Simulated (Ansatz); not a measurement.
# Ta2N (P-3m1) in Ansatz: a series of runs

One crystal, Ta2N, is run at these levels: RPBE+D3(BJ), RPBE+D4, PBE; tasks: relaxation of cell and atoms, single point.

Program: Ansatz 0.2.0. These are calculated values, not measurements. Logs are shortened: lines on timing, memory, paths and dates and some standing lists are left out, and cuts for length are marked.

### 1 The structure

It takes space group P-3m1 (No. 164, trigonal). Conventional cell: a = 3.113 Å, b = 3.113 Å, c = 4.870 Å, α = 90.00°, β = 90.00°, γ = 120.00°. Around Ta (site symmetry 3m) lie 3 N at 2.18 Å. N (site symmetry -3m) has 6 Ta at 2.18 Å as nearest neighbours.

The cell comes from a database or a generator and needn't be the stable form of this composition.

### 2 Relaxation of cell and atoms, RPBE+D3(BJ)

Contents of input.yaml:

```yaml
crystal:
  lattice:
    - [3.112861506, 0.0, 0.0]
    - [-1.556430753, 2.6958171426, 0.0]
    - [0.0, 0.0, 4.869841]
  atoms:
    - { symbol: Ta, position: [0.3333333333, 0.6666666667, 0.254711] }
    - { symbol: Ta, position: [0.6666666667, 0.3333333333, 0.745289] }
    - { symbol: "N", position: [0.0, 0.0, 0.0] }
hamiltonian:
  xc: rpbe
  pseudopotentials: { kind: paw }
  dispersion: d3bj
kpoints:
  mp_grid: { grid: [10, 10, 6] }
scf:
  occupations: { method: fermi_dirac, width: 0.05 }
output:
  forces: true
  stress: true
  eigenvalues: true
relax:
  f_tol: 0.01
  max_steps: 40
  cell: { stress_tol: 0.05 }
```

Potentials or basis: Ansatz PAW.

Started as:

```
$ ansatz run input.yaml --threads 2 --pin off --max-ram 5632MiB --backend cpu --events-out ev --progress --plain --runs-dir out
```

The log of the run:

```text
Warning: RAYON_NUM_THREADS=2 ignored (pool sized by the plan → 2); use --threads N
Engine: ansatz 0.2.0, x86_64-unknown-linux-gnu
Pseudopotentials: kind: paw
Pseudopotential: Ta, paw, valence charge 13, recommended cutoff 420 eV (normal), Ta.paw.azcp
Pseudopotential: N, paw, valence charge 5, recommended cutoff 420 eV (normal), N.paw.azcp
Functional definition: RPBE
  parameter kappa = 0.804
  parameter beta = 0.06672455060314922
  exchange = rpbe_x(kappa = kappa, mu = beta*pi^2/3)
  correlation = pbe_c(beta = beta)
Crystal: 3 atoms, lattice volume = 40.866 Å³
Basis set: ecut = 420 eV, 797 PW (Γ), exchange–correlation on 48×48×72 points (8 copies of the dense FFT grid, shifted against one another)
Bands: 20, of which v1, the nominal top of the filled ones, is band 16 counted from 1 (15 counted from 0)
Symmetry: 12 space group operations
Space group: P-3m1 (ITA 164), of the structure as read, at distance tolerance 3.4e-5 Å
k-points: 72 of 600
Non-local potential: Ta, projectors of the file, l = 0: 3, l = 1: 2, l = 2: 2, l = 3: 1
Non-local potential: N, projectors of the file, l = 0: 2, l = 1: 2, l = 2: 1
PAW form: soft (Blöchl's): semilocal exchange-correlation on the pseudo side does not see the compensation charge
PAW frozen core: Ta, regenerated for the run's functional, and the local potential with it (the file was generated under x = pbe(κ = 0.804, μ = 0.2195149727645171), c = pbe(β = 0.06672455060314922))
PAW frozen core: N, regenerated for the run's functional, and the local potential with it (the file was generated under x = pbe(κ = 0.804, μ = 0.2195149727645171), c = pbe(β = 0.06672455060314922))
PAW one-centre angular grid: Ta, 590 points (default); XC on 64 Gauss nodes
PAW one-centre angular grid: N, 110 points (default); XC on 64 Gauss nodes
Initial density: superposition of atomic densities (neutral atoms: chi_scale 0, normalization atom), corrected by the library's trained network
Initial wavefunctions: pseudopotential atomic-orbital guess
Functional: x = rpbe, c = pbe(β = 0.06672455060314922)
SCF iter   1: F=—  HF=-20287.538845 eV  |F-HF|=—  |Δ(HF+E_count)|=         —  Δρ=5.20e-3  dr2=9.77e-3  ethr=1.77e-3  ⟨swp⟩=5.9  Hψ=6577  notcnv=0
preconditioner: auto → Kerker (q_TF=auto, 2.605 Å⁻¹)  [metal: Δε(μ)=0.020 eV  Ē_g=8.366 eV  σ=0.050 eV  W_gap=0.10  n_scr=10 (ndim 8)  ℏωp=22.5 eV  f_vac=0.000  D(μ)=1.76/eV (n_scr^D=22)]
SCF iter   2: F=—  HF=-20287.538004 eV  |F-HF|=—  |Δ(HF+E_count)|=   8.41e-4  Δρ=3.25e-3  dr2=4.31e-3  ethr=3.15e-5  ⟨swp⟩=1.0  Hψ=2017  notcnv=0
SCF iter   3: F=—  HF=-20287.537443 eV  |F-HF|=—  |Δ(HF+E_count)|=   5.61e-4  Δρ=4.19e-4  dr2=7.12e-5  ethr=1.39e-5  ⟨swp⟩=2.4  Hψ=2085  notcnv=0
SCF iter   4: F=—  HF=-20287.537444 eV  |F-HF|=—  |Δ(HF+E_count)|=   8.93e-7  Δρ=7.67e-5  dr2=3.08e-6  ethr=2.30e-7  ⟨swp⟩=2.7  Hψ=2421  notcnv=0
SCF iter   5: F=—  HF=-20287.537444 eV  |F-HF|=—  |Δ(HF+E_count)|=   2.33e-7  Δρ=2.58e-5  dr2=2.02e-7  ethr=9.94e-9  ⟨swp⟩=2.0  Hψ=1846  notcnv=0
SCF iter   6: F=—  HF=-20287.537444 eV  |F-HF|=—  |Δ(HF+E_count)|=   2.29e-8  Δρ=1.51e-5  dr2=1.02e-7  ethr=3.23e-10  ⟨swp⟩=6.1  Hψ=5900  notcnv=0
SCF iter   7: F=-20287.537444 eV  HF=-20287.537444 eV  |F-HF|=2.84e-10  |Δ(HF+E_count)|=   1.95e-8  Δρ=2.51e-6  dr2=2.13e-9  ethr=3.23e-10  ⟨swp⟩=4.0  Hψ=3909  notcnv=0
SCF 1 converged in 7 iterations: F = -20287.537444 eV  dr2 = 2.13e-9
relax step   1: F+E_penalty+E_count = -20287.53744379 eV  Δ(F+E_penalty+E_count) = +0.000e0 eV  max|allowed force component| = 5.273e-2 eV/Å  Δτ_max = 0.0000 Å  P = -38.819 GPa  Ω = 40.866 Å³  (7 SCF iters, dr2 threshold 1.00e-7 eV, accepted)
[... 20 lines left out ...]
relax step   6: F+E_penalty+E_count = -20288.23866181 eV  Δ(F+E_penalty+E_count) = +4.549e-3 eV  max|allowed force component| = 1.229e-3 eV/Å  Δτ_max = 0.0000 Å  P = -0.229 GPa  Ω = 35.775 Å³  stress off target by 2.40e-1 GPa  SCF on the basis re-selected at this cell (its energy is not comparable with the rows above)  (6 SCF iters)
[... 9 lines left out ...]
relax step   7: F+E_penalty+E_count = -20288.23872039 eV  Δ(F+E_penalty+E_count) = -5.858e-5 eV  max|allowed force component| = 1.502e-3 eV/Å  Δτ_max = 0.0001 Å  P = +0.018 GPa  Ω = 35.752 Å³  energy of the carried Pulay correction = +4.294e-5 eV  (4 SCF iters, dr2 threshold 1.43e-7 eV, accepted)
[... 7 lines left out ...]
relax step   8: F+E_penalty+E_count = -20288.23868080 eV  Δ(F+E_penalty+E_count) = +3.959e-5 eV  max|allowed force component| = 1.406e-3 eV/Å  Δτ_max = 0.0000 Å  P = +0.017 GPa  Ω = 35.752 Å³  stress off target by 2.39e-2 GPa  SCF on the basis re-selected at this cell (its energy is not comparable with the rows above)  (5 SCF iters)
basis re-selected at this cell: Δ(F+E_penalty+E_count) = +3.959e-5 eV, ΔP = -0.001 GPa vs the last step (what re-selecting the basis moved, of the pressure what is left beyond the Pulay correction that the steps carried, after the strain that the cell walked since its last selection, with what the two solves' SCF thresholds leave and, on support functions, any second-order correction that the steps lacked; it is no measure of the basis error at this ecutwfc). This SCF's stress stands 2.39e-2 GPa from its target on what of the cell is left free (relax.cell.stress_tol is 5.00e-2 GPa) and its largest allowed force component is 1.41e-3 eV/Å (relax.f_tol is 1.00e-2 eV/Å): within both
SCF converged after 5 iterations
Free energy (F): -20288.238681 eV
Harris-Foulkes:  -20288.238681 eV  (|F-HF|=7.28e-12)
Internal energy: -20288.229907 eV  (E = F + TS)
E sigma→0 (E₀):  -20288.234294 eV
Entropy (-TS):   -0.008774 eV (-2.925 meV/atom)
Fermi energy:    22.720638 eV
--- Per-component energies (eV) ---
  E_band       = -86.150501
  E_kinetic    = 880.466087
  E_local      = -1062.026400  (includes V_loc(G=0)·N_el)
  E_nonlocal   = 74.433754
  E_hartree    = 379.770914
  E_xc         = -503.743005
  E_vxc        = -492.420438  (∫ρ·V_xc dr)
  E_paw        = -16948.759356  (= ΣΔE_a)
  E_vpaw       = -246.145817  (= ΣTr[D̂ρ^β])
  E_aug_tail   = 0.000480  (compensation charges beyond the density's cutoff)
  E_ewald      = -3096.711448
  E_disp       = -11.586988  (pairwise vdW)
  E_core_change = -0.073944  (= ΣΔE_core)
  E_smearing   = -0.008774  (= −TS)
  E_closure    = 0.000000  (closes the sum)
  Σ components = -20288.238681   (vs F -20288.238681, Δ=0.00e0)
--- Forces (eV/Å), atoms counted from 1 ---
  atom   1  Ta     0.00000000    -0.00000000     0.00140581
  atom   2  Ta     0.00000000     0.00000000    -0.00140581
  atom   3  N      0.00000000     0.00000000     0.00000000
  max |Σ_I F_I| component: 1.85e-17 eV/Å
--- Stress (GPa, compression-positive) ---
        0.023886       0.000000       0.000000
        0.000000       0.023886       0.000000
        0.000000       0.000000       0.001820
  P = ⅓ Tr σ = 0.0165 GPa (0.165 kbar)
--- Band table (eV; the first three rows and the last of 72) ---
  k-point 0: bands = ["-45.6017", "-45.4690", "-13.0487", "-11.8308", "-11.8308", "-11.6603", "-11.6603", "-11.5915", "4.5881", "13.5308", "16.3107", "16.3107", "17.7162", "21.7127", "22.4412", "22.4412", "22.7851", "23.3133", "23.3133", "23.8946"]
  k-point 1: bands = ["-45.5934", "-45.4775", "-12.9601", "-11.8210", "-11.8210", "-11.6998", "-11.6702", "-11.6702", "4.6747", "13.3711", "16.2500", "16.2500", "17.9889", "21.1582", "22.1569", "22.1569", "23.4340", "23.4991", "23.4991", "24.5309"]
  k-point 2: bands = ["-45.5713", "-45.4999", "-12.7122", "-11.9865", "-11.7959", "-11.7959", "-11.6955", "-11.6955", "4.8530", "13.0674", "16.1368", "16.1368", "18.6264", "20.4630", "21.6994", "21.6994", "24.2651", "24.5050", "24.5050", "25.3579"]
  k-point 71: bands = ["-45.4560", "-45.4521", "-12.7377", "-12.7131", "-12.4336", "-12.4270", "-11.8219", "-11.8110", "5.6564", "14.2545", "14.5562", "15.7398", "19.7020", "20.6344", "20.6549", "23.1282", "23.4244", "24.9236", "26.9857", "27.7442"]
--- Relaxed structure (6 steps of the walk, 6 accepted, 2 SCFs on fresh bases) ---
  F+E_penalty+E_count = -20288.23868080 eV   max|allowed force component| = 1.406e-3 eV/Å   (the final SCF, on the basis selected at the relaxed cell)
  cell:  # Å, volume = 35.7524 Å³
    - [2.953114835187922, -4.64138234997005e-34, 0.0]
    - [-1.476557417593961, 2.5574724675654363, -1.0852798564127105e-32]
    - [0.0, -1.9604965995868374e-32, 4.733846750367797]
  atoms:
    - { symbol: Ta, position: [0.33333333333333337, 0.6666666666666667, 0.2600993724404246] }
    - { symbol: Ta, position: [0.6666666666666665, 0.33333333333333337, 0.7399006275595753] }
    - { symbol: N, position: [2.8647207953157423e-34, -1.4821613253157346e-35, 1.0686530480010376e-18] }
```

It took 36 s on 2 threads of Intel Xeon at 2.50GHz (Skylake/Cascade Lake), shared host; peak memory 0.39 GiB.

Results:

* Free energy: -20288.2387 eV
* Relaxed volume: 11.92 Å³/atom
* Relaxed cell: a = 2.953 Å, b = 2.953 Å, c = 4.734 Å, α = 90.00°, β = 90.00°, γ = 120.00°
* Space group after relaxing (to 0.05 Å): P-3m1 (No. 164)
* Energy gained by relaxing: 233.7 meV/atom
* Ionic steps: 8
* Pressure after relaxing: 0.0 GPa
* Band gap on the k mesh: none (metal or under the smearing width)

The path:
```
step  energy change (eV)  largest force (eV/Å)  volume (Å³)
   1              0.0000                0.0527        40.87
   2             -0.6149                1.9431        35.29
   3             -0.7028                0.2553        35.93
   4             -0.7057                0.0150        35.79
   5             -0.7058                0.0014        35.78
   6             -0.7012                0.0012        35.78
   7             -0.7013                0.0015        35.75
   8             -0.7012                0.0014        35.75
```

Final structure:
```
Ta N
1.0
     2.95311    0.00000    0.00000
    -1.47656    2.55747    0.00000
     0.00000    0.00000    4.73385
Ta N
2 1
Direct
  0.33333 0.66667 0.26010
  0.66667 0.33333 0.73990
  0.00000 0.00000 0.00000
```

Caveat: the plane-wave basis is chosen anew once the cell has moved, so the energies of steps on either side of that aren't comparable; pairwise dispersion overbinds metals, which lowers pressure and volume; the PAW data sets come from PBE, with cores solved anew for the run's functional, which leaves a small shift of forces and pressure.

### 3 Relaxation of cell and atoms, RPBE+D4

input.yaml, as its differences from that of step 2:

```diff
@@ -12,3 +12,3 @@
   pseudopotentials: { kind: paw }
-  dispersion: d3bj
+  dispersion: d4
 kpoints:
```

Potentials or basis: Ansatz PAW.

Started as:

```
$ ansatz run input.yaml --threads 2 --pin off --max-ram 5632MiB --backend cpu --events-out ev --progress --plain --runs-dir out
```

It took 30 s on 2 threads of Intel Xeon at 2.50GHz (Skylake/Cascade Lake), shared host; peak memory 0.39 GiB.

The run converged. Its results:

```
Free energy                            : -20279.0541 eV
Relaxed volume                         : 13.40 Å³/atom
Relaxed cell                           : a = 3.083 Å, b = 3.083 Å, c = 4.883 Å, α = 90.00°, β = 90.00°, γ = 120.00°
Space group after relaxing (to 0.05 Å) : P-3m1 (No. 164)
Energy gained by relaxing              : 3.7 meV/atom
Ionic steps                            : 5
Pressure after relaxing                : 0.0 GPa
Band gap on the k mesh                 : none (metal or under the smearing width)
```

Step by step:
```csv
step,energy change (eV),largest force (eV/Å),volume (Å³)
1,0.0000,0.0692,40.87
2,-0.0113,0.0094,40.33
3,-0.0121,0.0025,40.19
4,-0.0121,0.0016,40.21
5,-0.0111,0.0018,40.21
```

Final structure:
```
Ta N
1.0
     3.08340    0.00000    0.00000
    -1.54170    2.67030    0.00000
     0.00000    0.00000    4.88333
Ta N
2 1
Direct
  0.33333 0.66667 0.25658
  0.66667 0.33333 0.74342
  0.00000 0.00000 0.00000
```

Levels at points of the mesh, in eV from the Fermi level:
```tsv
k point	band 12	band 13	band 14	band 15	band 16	band 17	band 18	band 19
(0.00, 0.00, 0.00)	-6.01	-5.06	-0.78	-0.24	-0.24	0.18	0.39	0.39
(0.00, 0.00, -0.50)	-6.19	-3.07	-2.71	-1.08	-1.08	1.73	2.03	2.37
(0.00, -0.50, 0.00)	-6.37	-4.64	-2.67	-1.38	1.60	2.00	3.89	4.09
(0.00, -0.50, -0.50)	-6.10	-3.36	-2.21	-2.14	-0.45	0.72	3.49	3.72
```

Caveat: the plane-wave basis is chosen anew once the cell has moved, so the energies of steps on either side of that aren't comparable; pairwise dispersion overbinds metals, which lowers pressure and volume; the PAW data sets come from PBE, with cores solved anew for the run's functional, which leaves a small shift of forces and pressure.

### 4 Single point, PBE

input.yaml, as its differences from that of step 3:

```diff
@@ -10,5 +10,4 @@
 hamiltonian:
-  xc: rpbe
+  xc: pbe
   pseudopotentials: { kind: paw }
-  dispersion: d4
 kpoints:
@@ -16,3 +15,3 @@
 scf:
-  occupations: { method: fermi_dirac, width: 0.05 }
+  occupations: { method: gaussian, width: 0.013 }
 output:
@@ -21,5 +20 @@
   eigenvalues: true
-relax:
-  f_tol: 0.01
-  max_steps: 40
-  cell: { stress_tol: 0.05 }
```

Started as:

```
$ ansatz run input.yaml --threads 2 --pin off --max-ram 5632MiB --backend cpu --events-out ev --progress --plain --runs-dir out
```

Wall time 3.4 s (2 threads of Intel Xeon at 2.50GHz (Skylake/Cascade Lake), shared host); peak memory 0.37 GiB.

Results (log left out):

| Item | Value |
| --- | --- |
| Free energy | -20250.9058 eV |
| Pressure | -1.3 GPa |
| Largest force | 0.012 eV/Å |
| Band gap on the k mesh | none (metal or under the smearing width) |

Forces on the atoms (eV/Å):
```
Ta   0.000  0.000  0.012
Ta   0.000  0.000 -0.012
N    0.000  0.000  0.000
```

Stress tensor (GPa, compression positive):
```
-1.89  0.00  0.00
 0.00 -1.89  0.00
 0.00  0.00 -0.12
```

Levels at points of the mesh, in eV from the Fermi level:
```tsv
k point	band 12	band 13	band 14	band 15	band 16	band 17	band 18	band 19	band 20
(0.00, 0.00, 0.00)	-6.03	-4.97	-0.64	-0.22	-0.22	0.27	0.29	0.29	1.16
(0.00, 0.00, -0.50)	-6.21	-2.85	-2.65	-1.11	-1.11	1.77	1.89	2.29	2.29
(0.00, -0.50, 0.00)	-6.35	-4.52	-2.62	-1.38	1.76	1.88	3.70	3.99	4.19
(0.00, -0.50, -0.50)	-6.08	-3.27	-2.17	-2.12	-0.27	0.72	3.28	3.51	3.99
```

### 5 Single point, PBE

input.yaml, as its differences from that of step 4:

```diff
@@ -15,3 +15,3 @@
 scf:
-  occupations: { method: gaussian, width: 0.013 }
+  occupations: { method: gaussian, width: 0.014 }
 output:
```

Started as:

```
$ ansatz run input.yaml --threads 2 --pin off --max-ram 5632MiB --backend cpu --events-out ev --progress --plain --runs-dir out
```

It took 3.5 s on 2 threads of Intel Xeon at 2.50GHz (Skylake/Cascade Lake), shared host; peak memory 0.37 GiB.

Results (log left out):

```yaml
Free_energy: -20250.9058 eV
Pressure: -1.3 GPa
Largest_force: 0.013 eV/Å
Band_gap_on_the_k_mesh: none (metal or under the smearing width)
```

Forces on the atoms (eV/Å):
```
Ta   0.000  0.000  0.013
Ta   0.000  0.000 -0.013
N    0.000  0.000  0.000
```

Stress tensor (GPa, compression positive):
```
-1.88  0.00  0.00
 0.00 -1.88  0.00
 0.00  0.00 -0.14
```

Levels at points of the mesh, in eV from the Fermi level:
```tsv
k point	band 12	band 13	band 14	band 15	band 16	band 17	band 18	band 19	band 20
(0.00, 0.00, 0.00)	-6.03	-4.97	-0.64	-0.22	-0.22	0.27	0.29	0.29	1.16
(0.00, 0.00, -0.50)	-6.21	-2.85	-2.65	-1.11	-1.11	1.77	1.89	2.29	2.29
(0.00, -0.50, 0.00)	-6.35	-4.52	-2.62	-1.38	1.76	1.88	3.70	3.99	4.19
(0.00, -0.50, -0.50)	-6.08	-3.27	-2.17	-2.12	-0.27	0.72	3.28	3.51	3.99
```

The run has no spin-orbit coupling, so splittings on Ta are missing.

### 6 Summary

| task | level | cell | smearing | gap on the mesh (eV) | pressure (GPa) | relaxed volume (Å³/atom) | largest force (eV/Å) |
| --- | --- | --- | --- | --- | --- | --- | --- |
| relaxation of cell and atoms | RPBE+D3(BJ) | relaxed | fermi-dirac 0.05 eV | none | 0.0 | 11.92 | - |
| relaxation of cell and atoms | RPBE+D4 | relaxed | fermi-dirac 0.05 eV | none | 0.0 | 13.40 | - |
| single point | PBE | as given | gaussian 0.013 eV | none | -1.3 | - | 0.01 |
| single point | PBE | as given | gaussian 0.014 eV | none | -1.3 | - | 0.01 |

Alike in all rows: potentials or basis Ansatz PAW; no spin polarisation; k mesh 10 × 10 × 6; cutoff (eV) 420.

Caveats: the plane-wave basis is chosen anew once the cell has moved, so the energies of steps on either side of that aren't comparable (some runs); pairwise dispersion overbinds metals, which lowers pressure and volume (some runs); the PAW data sets come from PBE, with cores solved anew for the run's functional, which leaves a small shift of forces and pressure (some runs).

Total energies depend on the potentials used, so only differences within one code and one set of settings carry meaning.
